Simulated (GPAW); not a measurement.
# Quasiparticle gap of LiH (Fm-3m) in GPAW, part 2 of 2

Wanted: ground state, empty states, screening and self-energy for LiH (Fm-3m).

GPAW 26.7.0; PBE and many-body steps on it, plane waves. Known limits of the many-body steps: not at the basis limit.

So far. Step 3 (Bands along the symmetry lines): The gap is 2.999 eV, as in the run before at this level. Step 4 (Empty states on the mesh, 8×8×8 mesh, 98 bands): On this mesh the gap is 2.999 eV.

The database entry behind the starting cell differs from later determinations by our own check (the deuteride, about 0.2 % short), so it need not match the best structure at ambient conditions.

## Step 5: Screening and self-energy, 8×8×8 mesh, 88 bands, screening to 175 eV

G0W0 replaces the xc potential by the self-energy, built once from these orbitals. Only a window of levels is corrected, while the sums run over the empty bands that the input names.

This step: G0W0 on PBE, plane waves, PAW.

run.py reads:

```python
import json
import numpy as np
from gpaw.mpi import world
from gpaw.response.g0w0 import G0W0

gw = G0W0('full.gpw',
    filename='gw',
    kpts=[0, 24],
    bands=(0, 3),
    ecut=175,
    nbands=88,
    integrate_gamma='WS',
    ppa=True)
gw.calculate()
res = {mode: {k: v for k, v in r.items() if k != 'sigma_eskwn'}
       for mode, r in gw.all_results.items()}

if world.rank == 0:
    with open('result.json', 'w') as f:
        json.dump(res, f, default=lambda x: x.tolist())
```

Launch:

```
$ mpirun -n 4 gpaw python run.py
```

Numbers of over 12 decimals in the logs are rounded to 6 here.

The program printed:

```text
Using integrator: PointIntegrator
FrequencyGridDescriptor(from 0.000+0.000j to 0.000+27.211j eV, 2 points)
Nonperiodic BCs:  [False False False]
Using integrator: PointIntegrator
FrequencyGridDescriptor(from 0.000+0.000j to 0.000+27.211j eV, 2 points)
Nonperiodic BCs:  [False False False]
  ___  _ _ _
 |   || | | |
 | | || | | |
 |__ ||_____|
 |___|

BZ k-points: Symmetries present (total): 48

  [... matrices ...]
512 k-points: 8 x 8 x 8 Monkhorst-Pack grid + [1/16,1/16,1/16]
29 k-points in the irreducible part of the Brillouin zone
       k-points in crystal coordinates                weights
   0:     0.00000000    0.00000000    0.00000000          1/512
   1:     0.12500000    0.12500000    0.00000000          6/512
   2:     0.12500000    0.12500000    0.12500000          8/512
   3:     0.25000000    0.12500000    0.12500000         12/512
   4:     0.25000000    0.25000000    0.00000000          6/512
   5:     0.25000000    0.25000000    0.12500000         24/512
   6:     0.25000000    0.25000000    0.25000000          8/512
   7:     0.37500000    0.25000000   -0.37500000         24/512
   8:     0.37500000    0.25000000    0.12500000         24/512
   9:     0.37500000    0.25000000    0.25000000         24/512
          ...
  28:     0.50000000    0.50000000    0.50000000          4/512

Distributing spins, k-points and bands (1 x 2 x 3) over 4 processes
Number of blocks: 1

Quasi particle states:
k-points (IBZ indices): [0, 24]
Band range: (0, 3)
  [... matrices ...]
Computational parameters:
Plane wave cut-off: 175 eV
Number of bands: 88
Coulomb cutoff: None
Broadening: 0.1 eV

fxc modes: GW
Kernel: RPA
Using Godby-Needs plasmon-pole approximation:
  Fitting energy: i*E0, E0 = 1.000 Hartree
Summing all q:

Calculating screened Coulomb potential
No Coulomb truncation
FrequencyGridDescriptor(from 0.000+0.000j to 0.000+27.211j eV, 2 points)
Removing empty qpoint cache files...

Calculating chi0 body with:
    Ground state adapter containing:
    Number of spins: 1
    Number of kpoints: 512
    Number of irreducible kpoints: 29
    Number of completely occupied states: 1
    Number of partially occupied states: 1
    Occupied states memory: 0.088989 M / cpu

    Linear response parametrization:
    q_c: [0.0, 0.0, 0.0]
    Number of frequency points: 2
    Planewave cutoff: 175.0
    Number of bands: 88
    Number of planewaves: 89
    Broadening (eta): 1e-06
    comm.size: 4
    kncomm.size: 4
    blockcomm.size: 1

    Memory estimate of potentially large arrays:
        chi0_wGG: 0.241730 M / cpu
Integrating chi0 body.

Symmetries of q_c:
    Direct symmetries (Uq -> q): 48
    Indirect symmetries (TUq -> q): 0
In total 48 allowed symmetries.

  [... matrices ...]
29 groups of equivalent kpoints. 94.3359375% reduction.

Integral kind: response function
Integrating chi0 head and wings.

Symmetries of q_c:
    Direct symmetries (Uq -> q): 48
    Indirect symmetries (TUq -> q): 0
In total 48 allowed symmetries.

  [... matrices ...]
29 groups of equivalent kpoints. 94.3359375% reduction.

Integral kind: response function wings

Calculating chi0 body with:
    Ground state adapter containing:
    Number of spins: 1
    Number of kpoints: 512
    Number of irreducible kpoints: 29
    Number of completely occupied states: 1
    Number of partially occupied states: 1
    Occupied states memory: 0.088989 M / cpu

[... the further q-points ...]

Results:
f:      Occupation numbers
eps:     KS-eigenvalues [eV]
vxc:     KS vxc [eV]
exx:     Exact exchange [eV]
sigma:   Self-energies [eV]
dsigma:  Self-energy derivatives
Z:       Renormalization factors
qp:      QP-energies [eV]

k-point 0 (0): (0.000, 0.000, 0.000)                GW
band       f     eps     vxc     exx   sigma  dsigma       Z      qp
                                                                   GW
   0   1.000  -5.649  -9.929 -15.692   3.319  -0.407   0.711  -7.387
   1   0.000  15.084 -11.919  -4.899  -6.194  -0.490   0.671  15.639
   2   0.000  17.137  -8.503  -2.285  -5.222  -0.454   0.688  17.822

k-point 1 (24): (0.500, 0.500, 0.000)                GW
band       f     eps     vxc     exx   sigma  dsigma       Z      qp
                                                                   GW
   0   1.000  -0.369 -11.348 -14.549   1.368  -0.292   0.774  -1.787
   1   0.000   2.629  -7.632  -3.729  -3.194  -0.228   0.815   3.207
   2   0.000  10.217  -8.083  -2.612  -4.394  -0.282   0.780  11.057
```

It took 89 s on 4 MPI ranks of Arm Neoverse V2, shared host; peak memory 0.79 GiB.

This step gave:

```yaml
g0w0_gap_on_the_points_computed: 4.994 eV
least_direct_g0w0_gap_on_the_computed_points: 4.994 eV
z_at_the_valence_top: 0.7739
z_at_the_conduction_bottom: 0.8146
starting_gap_on_the_mesh: 2.999 eV
k_of_the_valence_top: 0.5, 0.5, 0
k_of_the_conduction_bottom: 0.5, 0.5, 0
```

The gap on the mesh goes from 3.00 eV to 4.99 eV, a correction of +2.00 eV.

Limits: finite bands, cutoff and mesh. v1 is the top filled band, c1 the lowest empty one. Levels before and after the correction, in eV, zero at the valence-band top of each column:

```csv
,conduction bottom,valence top
Kohn-Sham,3.00,0.00
G0W0,4.99,0.00
```

```csv
,level,energy (eV)
Kohn-Sham,(0.5 0.5 0) v1,0.000
Kohn-Sham,(0.5 0.5 0) c1,2.999
Kohn-Sham,(0.5 0.5 0) c2,10.586
G0W0,(0.5 0.5 0) v1,0.000
G0W0,(0.5 0.5 0) c1,4.994
G0W0,(0.5 0.5 0) c2,12.844
```

## Step 6: Where the time went

Times are wall times on 4 MPI ranks of Arm Neoverse V2, shared host, good to a factor of about two.

```csv
step,time,share,memory (GiB)
ground state,4.2 s,4 %,0.56
bands along the symmetry lines,3.5 s,3 %,0.52
empty states on the mesh,5.2 s,5 %,0.71
screening and self-energy,89 s,87 %,0.79
```

## Step 7: Outcome

```yaml
pbe_gap: 3.00 eV, direct
g0w0_gap_on_the_mesh: 4.99 eV
gw_settings: 8×8×8 mesh, 88 bands, screening to 175 eV, Godby-Needs plasmon pole
known_limits: not at the basis limit
```

**Reading.** G0W0 moves the gap on the mesh from 3.00 eV to 4.99 eV (+2.00 eV), with Z of 0.77 and 0.81 at the edges. Only 2 of the mesh's irreducible points were corrected, so a valley elsewhere could overtake. The dearest step here is «screening and self-energy». Bands and cutoff are finite, so the gap is not at the basis limit. The miss can reach some tenths of an eV and take either sign; the mesh is an error of its own. These stock PAW sets were not made for GW. In the G0W0 run levels were corrected at 2 k points alone, so a gap called «on the mesh» is the least over those, and an edge elsewhere would be missed.

[Paths, hosts, dates, memory and timing lines, banners, echoed tables and standing remarks are left out of the program output.]

[Logs are printed without paths, hosts, clocks, repeated set-up lines and the standing remarks that a program may print on its own settings, such as how far it seeks lower states.]

[Runs of the session that timed out or met a known fault of the program may be left out.]

[Hosts, paths, dates, database ids (printed as entryN), source tags and the programs' standing remarks are cut or masked in the printed files.]
